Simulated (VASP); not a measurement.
## VASP 6.6.1, GW calculation on PBE orbitals, BP (zincblende)

INCAR, step 1 (ground state)

```
GGA = PE
EDIFF = 1E-7
ISMEAR = 0
PREC = Accurate
NELM = 120
LCHARG = .FALSE.
LASPH = .TRUE.
LREAL = .FALSE.
LWAVE = .TRUE.
SIGMA = 0.01
ENCUT = 500
```

INCAR, step 2 (empty bands)

```
LCHARG = .FALSE.
PREC = Accurate
SIGMA = 0.01
NBANDS = 73
LREAL = .FALSE.
LASPH = .TRUE.
ISTART = 1
ISMEAR = 0
NELM = 1
ALGO = Exact
EDIFF = 1E-7
LOPTICS = .TRUE.
GGA = PE
LWAVE = .TRUE.
ENCUT = 500
```

INCAR, step 3 (GW)

```
ENCUTGWSOFT = 120
PREC = Accurate
ISTART = 1
LCHARG = .FALSE.
GGA = PE
LASPH = .TRUE.
NELM = 120
LWAVE = .FALSE.
LREAL = .FALSE.
ISMEAR = 0
ALGO = EVGW0
ENCUTGW = 120
EDIFF = 1E-7
NBANDSGW = 12
NBANDS = 73
SIGMA = 0.01
NOMEGA = 64
NELMGW = 1
PRECFOCK = Fast
ENCUT = 500
```

KPOINTS

```
KPOINTS created by Atomic Simulation Environment
0
Gamma
6 6 6
0 0 0
```

POSCAR

```
B  P
 1.0000000000000000
     0.0000000000000000    2.2683156661148307    2.2683156661148307
     2.2683156661148307    0.0000000000000000    2.2683156661148307
     2.2683156661148307    2.2683156661148307    0.0000000000000000
 B   P
   1   1
Cartesian
  0.0000000000000000 -0.0000000000000000 -0.0000000000000000
  1.1341578330574154  1.1341578330574154  1.1341578330574154
```

VASP ran with the GW set of PAW datasets (8 valence electrons in the cell).

From OUTCAR

```
k-points           NKPTS =     16   k-points in BZ     NKDIM =    216   number of bands    NBANDS=     73

   NELECT =       8.0000    total number of electrons

   dimension x,y,z NGX =    24 NGY =   24 NGZ =   24
   dimension x,y,z NGXF=    48 NGYF=   48 NGZF=   48

  energy-cutoff  :      500.00
  volume of cell :       23.34
      direct lattice vectors                 reciprocal lattice vectors
     0.000000000  2.268315666  2.268315666    -0.220427874  0.220427874  0.220427874
     2.268315666  0.000000000  2.268315666     0.220427874 -0.220427874  0.220427874
     2.268315666  2.268315666  0.000000000     0.220427874  0.220427874 -0.220427874

 k-points in reciprocal lattice and weights: KPOINTS created by Atomic Simulation Env
   0.00000000  0.00000000  0.00000000       0.005
   0.16666667  0.00000000  0.00000000       0.037
   0.33333333  0.00000000  0.00000000       0.037
   0.50000000  0.00000000  0.00000000       0.019
   0.16666667  0.16666667  0.00000000       0.028
   0.33333333  0.16666667  0.00000000       0.111
   0.50000000  0.16666667  0.00000000       0.111
  -0.33333333  0.16666667  0.00000000       0.111
   ...

 QP shifts <psi_nk| G(iteration)W_0 |psi_nk>: iteration 1
 for sc-GW calculations column KS-energies equals QP-energies in previous step
 and V_xc(KS)=  KS-energies - (<T + V_ion + V_H > + <T+V_H+V_ion>^1  + <V_x>^1)

 k-point   1 :       0.0000    0.0000    0.0000
  band No.  KS-energies  QP-energies   sigma(KS)   V_xc(KS)     V^pw_x(r,r')   Z            occupation Imag(sigma)

      1      -8.3229      -9.0272     -13.0803     -12.0613     -20.4864       0.6912       2.0000       1.3492
      2       7.1472       6.7231     -13.8449     -13.3071     -14.9343       0.7885       2.0000       0.0334
      3       7.1472       6.7231     -13.8449     -13.3071     -14.9343       0.7885       2.0000       0.0334
      4       7.1472       6.7231     -13.8449     -13.3071     -14.9343       0.7885       2.0000       0.0334
      5      10.5517      11.0019     -11.5065     -12.0801      -7.1377       0.7848       0.0000      -0.0680
      6      10.5517      11.0019     -11.5065     -12.0801      -7.1377       0.7848       0.0000      -0.0680
      7      10.5517      11.0019     -11.5065     -12.0801      -7.1377       0.7848       0.0000      -0.0680
      8      14.5364      14.9913     -12.1566     -12.7624      -6.2229       0.7508       0.0000      -0.1494
      9      18.6770      18.6613      -9.4832      -9.4631      -3.3702       0.7826       0.0000      -0.3300
     10      19.1687      19.7238     -11.0444     -11.7612      -4.9766       0.7744       0.0000      -0.2891
     11      19.1687      19.7238     -11.0444     -11.7612      -4.9766       0.7744       0.0000      -0.2891
     12      22.8365      23.0118      -9.7228      -9.9499      -2.8214       0.7720       0.0000      -0.7525

 k-point   2 :       0.1667    0.0000    0.0000
  band No.  KS-energies  QP-energies   sigma(KS)   V_xc(KS)     V^pw_x(r,r')   Z            occupation Imag(sigma)

      1      -7.8247      -8.5322     -13.1120     -12.1027     -20.3361       0.7010       2.0000       1.2811
      2       4.3101       3.7433     -13.4289     -12.6916     -15.4329       0.7688       2.0000       0.0571
      3       6.4827       6.0322     -13.6950     -13.1210     -14.9535       0.7849       2.0000       0.0358
      4       6.4827       6.0322     -13.6950     -13.1210     -14.9535       0.7849       2.0000       0.0358
      5      11.1687      11.5839     -11.6424     -12.1738      -7.0764       0.7813       0.0000      -0.0738
      6      11.4550      11.9347     -11.6190     -12.2354      -6.9730       0.7782       0.0000      -0.0766
      7      11.4550      11.9347     -11.6190     -12.2354      -6.9730       0.7782       0.0000      -0.0766
      8      15.8256      16.2784     -12.0046     -12.6136      -5.7573       0.7435       0.0000      -0.2027
      9      18.0207      18.4486     -10.6107     -11.1611      -4.7091       0.7776       0.0000      -0.2628
     10      18.0207      18.4486     -10.6107     -11.1611      -4.7091       0.7776       0.0000      -0.2628
     11      19.9156      19.9945      -9.7269      -9.8288      -3.3525       0.7752       0.0000      -0.4060
     12      22.3395      22.4259      -9.7921      -9.9035      -3.0061       0.7747       0.0000      -0.6088

 k-point   3 :       0.3333    0.0000    0.0000
  band No.  KS-energies  QP-energies   sigma(KS)   V_xc(KS)     V^pw_x(r,r')   Z            occupation Imag(sigma)

      1      -6.4064      -7.0909     -13.2169     -12.2609     -19.9372       0.7160       2.0000       1.0706
      2       0.4118      -0.2578     -13.1246     -12.2063     -16.8642       0.7291       2.0000       0.1916
      3       5.6795       5.1720     -13.6941     -13.0420     -15.3055       0.7781       2.0000       0.0424
      4       5.6795       5.1720     -13.6941     -13.0420     -15.3055       0.7781       2.0000       0.0424
      5      11.0448      11.4196     -11.6276     -12.1068      -6.9522       0.7820       0.0000      -0.0760
      6      12.0024      12.4824     -11.2421     -11.8591      -6.3590       0.7781       0.0000      -0.0852
      7      12.0024      12.4824     -11.2421     -11.8591      -6.3590       0.7781       0.0000      -0.0852
      8      17.2688      17.5841     -10.6483     -11.0690      -4.0768       0.7496       0.0000      -0.2911
      9      18.9678      19.3964     -10.9036     -11.4597      -4.5805       0.7708       0.0000      -0.3637
     10      18.9678      19.3964     -10.9036     -11.4597      -4.5805       0.7708       0.0000      -0.3637
     11      20.5914      20.7540     -10.3420     -10.5538      -3.7385       0.7675       0.0000      -0.4485
     12      24.9218      25.2629     -10.8993     -11.3582      -3.3573       0.7433       0.0000      -0.7741

 k-point   4 :       0.5000    0.0000    0.0000
  band No.  KS-energies  QP-energies   sigma(KS)   V_xc(KS)     V^pw_x(r,r')   Z            occupation Imag(sigma)

      1      -4.9950      -5.6437     -13.5016     -12.6038     -19.7161       0.7225       2.0000       0.8639
      2      -1.8940      -2.5777     -12.7239     -11.7685     -17.4781       0.7155       2.0000       0.3863
      3       5.3901       4.8589     -13.7218     -13.0386     -15.4726       0.7774       2.0000       0.0455
      4       5.3901       4.8589     -13.7218     -13.0386     -15.4726       0.7774       2.0000       0.0455
      5      10.9275      11.2907     -11.6395     -12.1036      -6.9570       0.7824       0.0000      -0.0757
      6      11.8555      12.3132     -11.0064     -11.5920      -6.1580       0.7816       0.0000      -0.0832
      7      11.8555      12.3132     -11.0064     -11.5920      -6.1580       0.7816       0.0000      -0.0832
      8      17.2871      17.4703      -9.9289     -10.1711      -3.4761       0.7563       0.0000      -0.2850
      9      21.6393      22.1396     -11.2814     -11.9430      -4.1207       0.7562       0.0000      -0.5963
     10      21.6393      22.1396     -11.2814     -11.9430      -4.1207       0.7562       0.0000      -0.5963
     11      21.9917      22.3047     -10.4913     -10.9033      -3.5396       0.7597       0.0000      -0.5161
     12      24.5609      24.9618     -11.3439     -11.8675      -4.0645       0.7656       0.0000      -0.8724

 k-point   5 :       0.1667    0.1667    0.0000
  band No.  KS-energies  QP-energies   sigma(KS)   V_xc(KS)     V^pw_x(r,r')   Z            occupation Imag(sigma)

      1      -7.6576      -8.3655     -13.1187     -12.1154     -20.2834       0.7056       2.0000       1.2576
      2       5.2108       4.6611     -13.9179     -13.2070     -15.7207       0.7733       2.0000       0.0496
      3       5.4151       4.9111     -13.4518     -12.8054     -15.0318       0.7795       2.0000       0.0427
      4       5.4151       4.9111     -13.4518     -12.8054     -15.0318       0.7795       2.0000       0.0427
      5       9.5895       9.9492     -11.1384     -11.5934      -6.9599       0.7906       0.0000      -0.0636
      6      13.0066      13.5339     -11.8889     -12.5768      -6.7937       0.7665       0.0000      -0.0997
      7      13.0066      13.5339     -11.8889     -12.5768      -6.7937       0.7665       0.0000      -0.0997
      8      14.0440      14.4134     -10.7848     -11.2652      -5.3006       0.7692       0.0000      -0.1242
      9      17.7818      18.2198     -11.6473     -12.2260      -5.3604       0.7570       0.0000      -0.2861
     10      19.8761      20.4278     -11.0732     -11.7913      -4.7985       0.7683       0.0000      -0.3514
     11      20.6707      20.7992      -9.8727     -10.0384      -3.3794       0.7752       0.0000      -0.4440
     12      24.1252      24.2908      -9.9301     -10.1441      -2.7934       0.7734       0.0000      -0.8180

 ...
```

```yaml
pbe_gap_on_the_mesh: 1.33 eV
g_w_gap_on_the_mesh: 1.95 eV
```

These GW values are short of the basis and mesh limit.
